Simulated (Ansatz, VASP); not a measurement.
W in VASP and in Ansatz

```
W
1.0
    -1.56897    1.56897    1.56897
     1.56897   -1.56897    1.56897
     1.56897    1.56897   -1.56897
W
1
Direct
  0.00000 0.00000 0.00000
```

Alike in both runs: functional LDA; k mesh 8 × 8 × 8; occupations gaussian, width 0.1 eV; no spin polarisation.

Ansatz relaxed the structure, and its values are those at the end. VASP's run is a single point on that final structure, the one shown.

```csv
,VASP,Ansatz
version,VASP 6.6.1,Ansatz 0.2.0
potentials or method,"VASP PAW LDA potentials, release 64 (W_sv)","scalar-relativistic, plane waves, PAW"
plane-wave cutoff (eV),520,420
valence electrons in the cell,14,14
```

```csv
,VASP,Ansatz,Ansatz less VASP
gap on the k mesh at the Fermi level (eV),none,none,-
pressure (GPa),1.9,0.0,-1.91
```

A gap of «none» marks a metal or a gap that the smearing closes. Ansatz warned: «pseudo_functional_mismatch».

The runs have no spin-orbit coupling, so splittings on W are missing.
